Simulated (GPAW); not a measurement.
## C in GPAW: convergence with bands over the usual count

C, a slab with vacuum:

```
C
1.0
     2.45617    0.00000    0.00000
    -1.22809    2.12711    0.00000
     0.00000    0.00000    8.52380
C
2
Direct
  0.66667 0.33333 0.00000
  0.33333 0.66667 0.00000
```

* Program: GPAW 26.7.0
* Task: convergence study
* Functional: r2SCAN
* Potentials or basis: GPAW PAW data sets (gpaw-data 1.2.1)
* Cutoff: 800 eV
* Basis: pw
* k mesh: 9 × 9 × 3
* Occupations: fermi-dirac, width 0.05 eV
* Spin: no spin polarisation

These are the settings of the first run; the series varies bands over the usual count, with any setting tied to it.

Hardware: 1 thread of Arm Neoverse V2, on a shared host.

```
bands over the usual count  energy less the tightest run, at zero smearing (meV/atom)  SCF cycles  CPU time (s)  peak memory (GiB)
                      0.72                                                       0.00          10            23               0.17
                       0.8                                                       0.00          10            26               0.18
                       0.9                                                       0.00           9            27               0.18
                         1                                                       0.00           9            29               0.18
                       1.3                                                       0.00           9            37               0.18
                       1.7                                                       0.00           9            46               0.19
                       2.5                                                       0.00           9            64               0.19
```

Against the tightest run, the energy stays within 1 meV/atom from 0.72 on. The tightest run that finished is the yardstick and may itself not be fully converged.
